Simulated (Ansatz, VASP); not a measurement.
# WSe2: VASP beside Ansatz

Aim: how closely do two programs agree when they are given the same cell, functional and k mesh? The structure shown is the start of the Ansatz relaxation below; VASP solves that cell, so the two are compared at the walk's first step.

Main program and level: Ansatz 0.2.0; plane waves, with VASP 6.6.1 beside it; single point at PBEsol with D3(BJ).

### 1. The structure

The cell holds 3 atoms: 2 Se and 1 W. Its edges and angles: a = 3.290 Å, b = 3.290 Å, c = 33.900 Å, α = 90.0°, β = 90.0°, γ = 120.0°. It derives from WSe2. Vacuum lies along c.

### 2. Ansatz: relaxation, PBEsol with D3(BJ)

Ansatz runs on its PAW soft_1 files.

The two programs are compared at the cell with which this relaxation starts, whose forces are those of its first step.

Input file input.yaml:

```yaml
crystal:
  lattice:
    - [3.29, 0.0, 0.0]
    - [-1.645, 2.8492235785, 0.0]
    - [0.0, 0.0, 33.9]
  atoms:
    - { symbol: Se, position: [0.33333333, 0.66666667, 0.4506451351] }
    - { symbol: W, position: [0.66666667, 0.33333333, 0.5] }
    - { symbol: Se, position: [0.33333333, 0.66666667, 0.5493548649] }
  periodic: [true, true, false]
kpoints:
  mp_grid: { grid: [9, 9, 1] }
hamiltonian:
  xc: pbesol
  dispersion: d3bj
  pseudopotentials: { kind: paw, azcp: { folder: soft_1 }, xc_functional: pbe }
scf:
  occupations: { method: fermi_dirac, width: 0.02 }
relax:
  f_tol: 0.01
  max_steps: 100
  cell: {}
```

Launch:

```bash
$ ansatz run input.yaml --threads 2 --pin off --max-ram 92160MiB --backend cuda --events-out ev --progress --plain --runs-dir out --devices 1 --max-vram 13GiB
```

Numbers of over 12 decimals in the logs are rounded to 6 here.

What it wrote:

```text
GPUs: using 1 of 1 available (devices: 1).
Engine: ansatz 0.2.0, x86_64-unknown-linux-gnu
Pseudopotentials: kind: paw
Pseudopotential: Se, paw, valence charge 16, recommended cutoff 420 eV (normal), soft_1/Se.paw.azcp
Pseudopotential: W, paw, valence charge 14, recommended cutoff 420 eV (normal), soft_1/W.paw.azcp
Functional definition: PBEsol
  exchange = pbesol_x
  correlation = pbesol_c
device memory: the entry about to start is reckoned to put 1.9 GiB on a device that reports 37.2 GiB free (of which the cap on the GPU budget leaves the run 13.0 GiB)
GPU FFT provider: cuFFT
GPU libraries: cuBLAS 13.8.2, cuFFT 12.4.0, cuSOLVER 12.3.4
Crystal: 3 atoms, lattice volume = 317.777 Å³
Basis set: ecut = 420 eV, 6305 PW (Γ), exchange–correlation on 48×48×480 points (8 copies of the dense FFT grid, shifted against one another)
Bands: 28, of which v1, the nominal top of the filled ones, is band 23 counted from 1 (22 counted from 0)
Symmetry: 12 space group operations
Space group: P-6m2 (ITA 187), of the structure as read, at distance tolerance 6.8e-5 Å
k-points: 12 of 81 (time reversal used)
Non-local potential: Se, projectors of the file, l = 0: 2, l = 1: 2, l = 2: 3, l = 3: 1
Non-local potential: W, projectors of the file, l = 0: 3, l = 1: 2, l = 2: 2, l = 3: 1
PAW form: soft (Blöchl's): semilocal exchange-correlation on the pseudo side does not see the compensation charge
PAW frozen core: Se, regenerated for the run's functional, and the local potential with it (the file was generated under x = pbe(κ = 0.804, μ = 0.219515), c = pbe(β = 0.066725))
PAW frozen core: W, regenerated for the run's functional, and the local potential with it (the file was generated under x = pbe(κ = 0.804, μ = 0.219515), c = pbe(β = 0.066725))
PAW one-centre angular grid: Se, 590 points (default); XC on 64 Gauss nodes
PAW one-centre angular grid: W, 590 points (default); XC on 64 Gauss nodes
Initial density: superposition of atomic densities (neutral atoms: chi_scale 0, normalization atom)
Initial wavefunctions: pseudopotential atomic-orbital guess
GPU buffer pool allocated for 138240 grid points (all kernels)
GPU transforms: local potential and band sums: pruned to the plane-wave sphere, on 24×24×225
Functional: x = pbesol(κ = 0.804, μ = 0.123457), c = pbesol(β = 0.046)
iter 1 solved again at ethr=2.53e-3 eV; its pass at ethr=3.10e-3 eV (dr2=1.16e0 eV) is discarded
SCF iter   1: F=—  HF=-21108.953900 eV  |F-HF|=—  |Δ(HF+E_count)|=         —  Δρ=1.50e-2  dr2=1.17e0  ethr=2.53e-3  ⟨swp⟩=1.7  Hψ=2971  notcnv=0
preconditioner: auto → Resta (q_TF=auto, 1.977 Å⁻¹)  ε∞=2.0  [insulator: Δε(μ)=1.540 eV  Ē_g=9.062 eV  σ=0.020 eV  W_gap=1.00  n_scr=20 (ndim 8)  ℏωp=8.8 eV  f_vac=0.783  D(μ)=0.00/eV (n_scr^D=0)  ε∞_Penn≈2.0  vacuum switching on, ρ_ref=6.0e-3 e/Å³]
SCF iter   2: F=—  HF=-21108.651558 eV  |F-HF|=—  |Δ(HF+E_count)|=   3.02e-1  Δρ=8.14e-3  dr2=2.17e-1  ethr=2.53e-3  ⟨swp⟩=3.1  Hψ=1004  notcnv=0  defer=12
SCF iter   3: F=—  HF=-21108.640583 eV  |F-HF|=—  |Δ(HF+E_count)|=   1.10e-2  Δρ=4.99e-3  dr2=2.54e-1  ethr=4.72e-4  ⟨swp⟩=3.9  Hψ=686  notcnv=0  defer=12
SCF iter   4: F=—  HF=-21108.602432 eV  |F-HF|=—  |Δ(HF+E_count)|=   3.82e-2  Δρ=1.55e-3  dr2=5.94e-3  ethr=4.72e-4  ⟨swp⟩=2.5  Hψ=520  notcnv=0  defer=12
SCF iter   5: F=—  HF=-21108.603314 eV  |F-HF|=—  |Δ(HF+E_count)|=   8.82e-4  Δρ=3.52e-4  dr2=6.08e-4  ethr=1.29e-5  ⟨swp⟩=3.3  Hψ=743  notcnv=0  defer=12
SCF iter   6: F=—  HF=-21108.603407 eV  |F-HF|=—  |Δ(HF+E_count)|=   9.26e-5  Δρ=1.16e-4  dr2=4.67e-5  ethr=1.32e-6  ⟨swp⟩=3.2  Hψ=658  notcnv=0  defer=12
SCF iter   7: F=—  HF=-21108.603523 eV  |F-HF|=—  |Δ(HF+E_count)|=   1.16e-4  Δρ=3.36e-5  dr2=6.89e-6  ethr=1.02e-7  ⟨swp⟩=2.8  Hψ=637  notcnv=0  defer=12
SCF iter   8: F=—  HF=-21108.603523 eV  |F-HF|=—  |Δ(HF+E_count)|=   3.06e-7  Δρ=1.33e-5  dr2=7.63e-7  ethr=1.50e-8  ⟨swp⟩=3.6  Hψ=684  notcnv=0  defer=12
SCF iter   9: F=-21108.603523 eV  HF=-21108.603523 eV  |F-HF|=2.12e-8  |Δ(HF+E_count)|=   5.68e-8  Δρ=1.25e-6  dr2=4.42e-9  ethr=2.17e-10  ⟨swp⟩=7.9  Hψ=1643  notcnv=0
SCF 1 converged in 9 iterations: F = -21108.603523 eV  dr2 = 4.42e-9
  greatest PAW one-centre occupation: 1.000 electrons in one spin orbital (limit 2), on the Se atom at site 2 (counted from 0), in its partial waves of l = 2
relax step   1: F+E_penalty+E_count = -21108.60352349 eV  Δ(F+E_penalty+E_count) = +0.000e0 eV  max|allowed force component| = 2.015e-1 eV/Å  Δτ_max = 0.0000 Å  P = -2.692 N/m  Ω = 317.777 Å³  fix = [c, alpha, beta]  reactions: c -0.000 N/m  (9 SCF iters, dr2 threshold 1.00e-7 eV, accepted)
[...]
relax step   3: F+E_penalty+E_count = -21108.62659198 eV  Δ(F+E_penalty+E_count) = -3.293e-3 eV  max|allowed force component| = 1.725e-2 eV/Å  Δτ_max = 0.0005 Å  P = -0.072 N/m  Ω = 308.386 Å³  energy of the carried Pulay correction = +4.173e-4 eV  fix = [c, alpha, beta]  reactions: c -0.000 N/m  (5 SCF iters, dr2 threshold 3.00e-7 eV, accepted)
[...]
relax step   4: F+E_penalty+E_count = -21108.62661631 eV  Δ(F+E_penalty+E_count) = -2.432e-5 eV  max|allowed force component| = 3.023e-3 eV/Å  Δτ_max = 0.0009 Å  P = -0.001 N/m  Ω = 308.282 Å³  energy of the carried Pulay correction = +4.220e-4 eV  fix = [c, alpha, beta]  reactions: c -0.000 N/m  (4 SCF iters, dr2 threshold 1.86e-8 eV, accepted)
[...]
relax step   5: F+E_penalty+E_count = -21108.62619943 eV  Δ(F+E_penalty+E_count) = +4.169e-4 eV  max|allowed force component| = 3.244e-3 eV/Å  Δτ_max = 0.0000 Å  P = -0.001 N/m  Ω = 308.282 Å³  fix = [c, alpha, beta]  reactions: c -0.000 N/m  stress off target by 1.13e-3 N/m on what of the cell is left free  SCF on the basis re-selected at this cell (its energy is not comparable with the rows above)  (7 SCF iters)
basis re-selected at this cell: Δ(F+E_penalty+E_count) = +4.169e-4 eV, ΔP = -0.001 N/m vs the last step (what re-selecting the basis moved, of the pressure what is left beyond the Pulay correction that the steps carried, after the strain that the cell walked since its last selection, with what the two solves' SCF thresholds leave and, on support functions, any second-order correction that the steps lacked; it is no m [...]
SCF converged after 7 iterations
Free energy (F): -21108.626199 eV
Harris-Foulkes:  -21108.626199 eV  (|F-HF|=1.46e-11)
Internal energy: -21108.626199 eV  (E = F + TS)
E sigma→0 (E₀):  -21108.626199 eV
Fermi energy:    -4.260915 eV
--- Per-component energies (eV) ---
  E_band       = -1658.427816
  E_kinetic    = 646.464828
  E_local      = -148123.645293  (includes V_loc(G=0)·N_el)
  E_nonlocal   = -727.982583
  E_hartree    = 73751.276446
  E_xc         = -436.334629
  E_vxc        = -413.480140  (∫ρ·V_xc dr)
  E_paw        = -12623.633583  (= ΣΔE_a)
  E_vpaw       = -542.337183  (= ΣTr[D̂ρ^β])
  E_aug_tail   = -0.000590  (compensation charges beyond the density's cutoff)
  E_ewald      = 66403.865912
  E_disp       = -0.875468  (pairwise vdW)
  E_core_change = 2.238761  (= ΣΔE_core)
  E_smearing   = -0.000000  (= −TS)
  E_closure    = -0.000000  (closes the sum)
  Σ components = -21108.626199   (vs F -21108.626199, Δ=0.00e0)
--- Forces (eV/Å), atoms counted from 1 ---
  atom   1  Se     0.00000000     0.00000000    -0.00324373
  atom   2  W     -0.00000000    -0.00000000     0.00000000
  atom   3  Se     0.00000000     0.00000000     0.00324373
  max |Σ_I F_I| component: 9.48e-17 eV/Å
--- 2D stress c σ (N/m, compression-positive) ---
       -0.001133       0.000000       0.000000
        0.000000      -0.001133       0.000000
        0.000000       0.000000       0.000000
  P = ½ c Tr σ = -0.0011 N/m
--- Band table (eV; the first three rows and the last of 12) ---
  k-point 0: bands = [... 19 lower, -7.3996, -6.2107, -6.2107, -5.6276, -1.9604 (-1.9604°), -1.9604 (-1.9604°), -1.7885, -1.7885, ... 1 higher]
  k-point 1: bands = [... 19 lower, -7.2062, -6.5306, -6.2474, -5.6655, -2.5514, -2.3425, -2.0368, -1.6446, ... 1 higher]
  k-point 2: bands = [... 19 lower, -7.1715, -6.7116, -6.6989, -6.0106, -3.1861, -2.4776, -2.3285, -1.0764, ... 1 higher]
  k-point 11: bands = [... 19 lower, -8.8741, -8.5361, -7.5552, -5.1076, -3.2934, -2.3571, -1.4247, 0.1543, ... 1 higher]
  ° read free of the cell's end (the report's vacuum.weakly_bound_levels)
--- Relaxed structure (4 steps of the walk, 4 accepted, 1 SCFs on fresh bases) ---
  F+E_penalty+E_count = -21108.62619943 eV   max|allowed force component| = 3.244e-3 eV/Å   (the final SCF, on the basis selected at the relaxed cell)
  cell:  # Å, volume = 308.2820 Å³
    - [3.240477, -5.4981847591460255e-18, 0.0]
    - [-1.620238, 2.806335, 0.0]
    - [0.0, 0.0, 33.9]
  atoms:
    - { symbol: Se, position: [0.333333, 0.666667, 0.450428] }
    - { symbol: W, position: [0.666667, 0.333333, 0.500000] }
    - { symbol: Se, position: [0.333333, 0.666667, 0.549572] }
```

### 3. VASP: single point, PBEsol with D3(BJ), start cell, pair 1

The same cell, functional, mesh and smearing now go to VASP, with its own data sets.

Lines of VASP's logs that name or quote its potential files are left out, and so is its time.

Input file INCAR:

```
SYSTEM = WSe2
PREC = Accurate
ENCUT = 520
EDIFF = 1E-06
NELM = 120
ISMEAR = -1
SIGMA = 0.02
LREAL = .FALSE.
ALGO = Normal
GGA = PS
IVDW = 12
NBANDS = 15
LASPH = .TRUE.
LORBIT = 11
LWAVE = .FALSE.
LCHARG = .FALSE.
ISIF = 2
LDIPOL = .TRUE.
IDIPOL = 3
DIPOL = 0.5 0.5 0.5
LVHAR = .TRUE.
GGA_COMPAT = .FALSE.
EFERMI = MIDGAP
NELMDL = -8
KPAR = 2
```

Input file POSCAR:

```
WSe2
1.0
    3.2900000000      0.0000000000      0.0000000000
   -1.6450000000      2.8492240000      0.0000000000
    0.0000000000      0.0000000000     33.9000000000
Se W
2 1
Direct
    0.3333332163      0.6666664327      0.4506451327
    0.3333332163      0.6666664327      0.5493548673
    0.6666666082      0.3333332163      0.5000000000
```

Input file KPOINTS:

```
Automatic mesh
0
Gamma
9 9 1
0 0 0
```

The projector-augmented-wave data sets are Se and W (PBE family, release 64).

Launch:

```bash
$ mpirun -np 2 vasp_std
```

What it wrote:

```text
[banner, memory and clock lines left out]
running    2 mpi-ranks, on    1 nodes
 distrk:  each k-point on    1 cores,    2 groups
 distr:  one band on    1 cores,    1 groups

 POSCAR found type information on POSCAR SeW
 POSCAR found :  2 types and       3 ions
|                                                                             |
|               ----> ADVICE to this user running VASP <----                  |
|                                                                             |
|     You enforced a specific xc type in the INCAR file but a different       |
|     [... a line on the potential file left out ...]
|     I HOPE YOU KNOW WHAT YOU ARE DOING!                                     |
|                                                                             |

 LDA part: xc-table for (Slater+PW92), standard interpolation
 POSCAR, INCAR and KPOINTS ok, starting setup
 FFT: planning ... GRIDC
 FFT: planning ... GRID_SOFT
 FFT: planning ... GRID
 WAVECAR not read
 entering main loop
       N       E                     dE             d eps       ncg     rms          rms(c)
DAV:   1     0.138503722436E+03    0.13850E+03   -0.53820E+03   360   0.823E+02
DAV:   2    -0.512210313596E+01   -0.14363E+03   -0.13095E+03   634   0.143E+02
DAV:   3    -0.239528256812E+02   -0.18831E+02   -0.18684E+02   507   0.694E+01
DAV:   4    -0.243508061204E+02   -0.39798E+00   -0.39614E+00   487   0.130E+01
DAV:   5    -0.243579679818E+02   -0.71619E-02   -0.71574E-02   465   0.156E+00
DAV:   6    -0.243581745363E+02   -0.20655E-03   -0.20653E-03   479   0.279E-01
DAV:   7    -0.243581825993E+02   -0.80631E-05   -0.80629E-05   503   0.477E-02
DAV:   8    -0.243581828354E+02   -0.23607E-06   -0.23612E-06   437   0.843E-03    0.226E+01
DAV:   9    -0.235420467967E+02    0.81614E+00   -0.22684E+00   547   0.105E+01    0.889E+00
DAV:  10    -0.234035873283E+02    0.13846E+00   -0.12425E+00   444   0.819E+00    0.520E+00
DAV:  11    -0.232958324543E+02    0.10775E+00   -0.17896E-01   444   0.369E+00    0.438E-01
DAV:  12    -0.232958997028E+02   -0.67248E-04   -0.31130E-02   507   0.113E+00    0.236E-01
DAV:  13    -0.232946981198E+02    0.12016E-02   -0.21773E-03   500   0.332E-01    0.142E-01
DAV:  14    -0.232945968431E+02    0.10128E-03   -0.28777E-04   479   0.112E-01    0.823E-02
DAV:  15    -0.232944328876E+02    0.16396E-03   -0.34425E-04   479   0.982E-02    0.295E-02
DAV:  16    -0.232945622163E+02   -0.12933E-03   -0.11150E-04   416   0.526E-02    0.347E-02
DAV:  17    -0.232948922360E+02   -0.33002E-03   -0.61128E-05   388   0.421E-02    0.105E-02
DAV:  18    -0.232950190733E+02   -0.12684E-03   -0.10383E-05   444   0.226E-02    0.138E-02
DAV:  19    -0.232951659228E+02   -0.14685E-03   -0.77182E-06   416   0.116E-02    0.327E-03
DAV:  20    -0.232952024252E+02   -0.36502E-04   -0.70992E-07   422   0.363E-03    0.252E-03
DAV:  21    -0.232952251505E+02   -0.22725E-04   -0.11628E-06   360   0.400E-03    0.197E-03
DAV:  22    -0.232952359453E+02   -0.10795E-04   -0.22361E-07   398   0.174E-03    0.615E-04
DAV:  23    -0.232952441078E+02   -0.81625E-05   -0.31994E-07   364   0.168E-03    0.412E-04
DAV:  24    -0.232952450534E+02   -0.94555E-06   -0.24091E-08   390   0.835E-04
   1 F= -.24144916E+02 E0= -.24144916E+02  d E =-.110532E-18
```

Parts of OUTCAR (step 3):

```text
ion  position               nearest neighbor table
   1  0.333  0.667  0.451-   3 2.53   3 2.53   3 2.53
   2  0.333  0.667  0.549-   3 2.53   3 2.53   3 2.53
   3  0.667  0.333  0.500-   1 2.53   2 2.53   1 2.53   2 2.53   1 2.53   2 2.53

  LATTYP: Found a hexagonal cell.
 ALAT       =     3.2900000000
 C/A-ratio  =    10.3039513678

 Subroutine GETGRP returns: Found 12 space group operations
 (whereof 12 operations were pure point group operations)

The static configuration has the point symmetry D_3h.

 Found     12 irreducible k-points:

   k-points           NKPTS =     12   k-points in BZ     NKDIM =     12   number of bands    NBANDS=     15

   dimension x,y,z NGX =    24 NGY =   24 NGZ =  252
   dimension x,y,z NGXF=    48 NGYF=   48 NGZF=  504

   ENCUT  =  520.0 eV  38.22 Ry    6.18 a.u.   6.12  6.12 63.03*2*pi/ulx,y,z

   NELECT =      18.0000    total number of electrons

 k-points in reciprocal lattice and weights: Automatic mesh
   0.00000000  0.00000000  0.00000000       0.012
   0.11111111  0.00000000  0.00000000       0.074
   0.22222222  0.00000000  0.00000000       0.074
   0.33333333  0.00000000  0.00000000       0.074
   0.44444444  0.00000000  0.00000000       0.074
   0.11111111  0.11111111  0.00000000       0.074
   0.22222222  0.11111111  0.00000000       0.148
   0.33333333  0.11111111  0.00000000       0.148
   0.44444444  0.11111111  0.00000000       0.074
   0.22222222  0.22222222  0.00000000       0.074
   0.33333333  0.22222222  0.00000000       0.148
   0.33333333  0.33333333  0.00000000       0.025

 dipolmoment           0.000000      0.000000      0.000000 electrons x Angstroem

 average (electrostatic) potential at core
       1 -61.2642       2 -61.2642       3 -48.6026

 E-fermi :  -2.4287

 k-point     1 :       0.0000    0.0000    0.0000
  band No.  band energies     occupation
    ...
      5      -5.5836      2.00000
      6      -5.4232      2.00000
      7      -4.4366      2.00000
      8      -4.4366      2.00000
      9      -3.6127      2.00000
     10      -0.2271      0.00000
     11      -0.2271      0.00000
     12      -0.0419      0.00000
     13      -0.0419      0.00000
     14       1.1396      0.00000
    ...

 k-point     2 :       0.1111    0.0000    0.0000
  band No.  band energies     occupation
    ...
      5      -5.8210      2.00000
      6      -5.4029      2.00000
      7      -4.7378      2.00000
      8      -4.4030      2.00000
      9      -3.6752      2.00000
     10      -0.7342      0.00000
     11      -0.5940      0.00000
     12      -0.2772      0.00000
     13       0.0767      0.00000
     14       1.6448      0.00000
    ...

 k-point     3 :       0.2222    0.0000    0.0000
  band No.  band energies     occupation
    ...
      5      -6.6446      2.00000
      6      -5.3458      2.00000
      7      -4.9373      2.00000
      8      -4.7620      2.00000
      9      -4.0587      2.00000
     10      -1.2856      0.00000
     11      -0.7087      0.00000
     12      -0.5685      0.00000
     13       0.6363      0.00000
     14       2.2974      0.00000
    ...

 Edisp (eV)   -0.84967

  Total      -1.68394    -1.68394    -0.75701     0.00000    -0.00000     0.00000
  in kB      -8.49012    -8.49013    -3.81670     0.00000    -0.00000     0.00000
  external pressure =       -6.93 kB  Pullay stress =        0.00 kB

  energy-cutoff  :      520.00
  volume of cell :      317.78
      direct lattice vectors                 reciprocal lattice vectors
     3.290000000  0.000000000  0.000000000     0.303951368  0.175486378  0.000000000
    -1.645000000  2.849224000  0.000000000     0.000000000  0.350972756  0.000000000
     0.000000000  0.000000000 33.900000000     0.000000000  0.000000000  0.029498525

 POSITION                                       TOTAL-FORCE (eV/Angst)
 -----------------------------------------------------------------------------------
     -0.00000      1.89948     15.27687         0.000000     -0.000000      0.223267
     -0.00000      1.89948     18.62313         0.000000     -0.000000     -0.223267
      1.64500      0.94974     16.95000        -0.000000      0.000000      0.000000
 -----------------------------------------------------------------------------------
    total drift:                               -0.000000      0.000489      0.000000

  FREE ENERGIE OF THE ION-ELECTRON SYSTEM (eV)
  ---------------------------------------------------
  free  energy   TOTEN  =       -24.1449164135 eV

  energy  without entropy=      -24.1449164135  energy(sigma->0) =      -24.14491641

 vacuum level on the upper side and lower side of the slab         1.920         1.920

 total charge
# of ion       s       p       d       tot
------------------------------------------
    1        1.475   2.344   0.069   3.888
    2        1.475   2.344   0.069   3.888
    3        0.533   0.622   4.208   5.363
--------------------------------------------------
tot          3.483   5.311   4.345  13.139

[... 3 further parts left out ...]
```

This run has no spin polarisation, so a moment on W, if there is one, isn't seen. The data set W keeps the semicore shell frozen, which is cheaper and a little less accurate.

### 4. Differences

Known differences besides the potentials themselves: Ansatz cuts the interaction across the vacuum, VASP repeats the sheet with a dipole correction; the data sets hold 46 valence electrons in Ansatz (on its PAW soft_1 files) and 18 in VASP; the cutoff is 420 eV in Ansatz and 520 eV in VASP; Ansatz makes its cores anew for this functional, VASP keeps those of its PBE data sets. Total energies have different zeros and are not compared.

Forces (eV/Å; atoms numbered as in POSCAR):

```csv
atom,"Ansatz x, y, z","VASP x, y, z"
Se1,"0.000, 0.000, 0.202","0.000, 0.000, 0.223"
Se2,"0.000, 0.000, -0.202","0.000, 0.000, -0.223"
W3,"0.000, 0.000, 0.000","0.000, 0.000, 0.000"
```

The forces differ by 10 meV/Å r.m.s., which is 9.7 % of the r.m.s. force of 0.105 eV/Å (both taken over all components). With vacuum in the cell, a pressure given here is an average over mostly empty space and none of the material.

(Continued in part 2 of 2.)

[Lines on the potential files, build, host, timing and source positions are cut from VASP's logs without a mark.]

[Logs are printed without paths, hosts, clocks, repeated set-up lines and the standing remarks that a program may print on its own settings, such as how far it seeks lower states.]

[Hosts, paths, dates, database ids (printed as entryN), source tags and the programs' standing remarks are cut or masked in the printed files.]
